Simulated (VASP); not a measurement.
A run of VASP 6.6.1 is set up as follows.

The input INCAR:

```
ALGO = Normal
EDIFF = 1E-6
ENCUT = 520
GGA = RE
ISIF = 2
ISMEAR = 0
LASPH = T
LCHARG = F
LREAL = F
LWAVE = F
NBANDS = 11
NELM = 100
PREC = Accurate
SIGMA = 0.02
```

KPOINTS

```
k-points
0
Gamma
  8 8 8
```

File POSCAR:

```
MgSe
1.0
    0.0000000000      2.7544736754      2.7544736754
    2.7544736754      0.0000000000      2.7544736754
    2.7544736754      2.7544736754      0.0000000000
Mg Se
1 1
Direct
    0.0000000000      0.0000000000      0.0000000000
    0.5000000000      0.5000000000      0.5000000000
```

Potentials or basis: VASP PAW PBE potentials, release 64 (Mg, Se).

Launch:

```console
$ cat potpaw_PBE.64/Mg/POTCAR potpaw_PBE.64/Se/POTCAR > POTCAR
$ mpirun -np 1 vasp_std > vasp.out
```

Task: What does it give for the pressure?

Result: 1.2 GPa.

Task: Predict the band gap on the k mesh.

Result: 1.86 eV, indirect (least direct gap 2.51 eV).

Caveat: the PAW data sets were made with another functional, which shifts forces and pressure a little. A k mesh can miss the band edges.
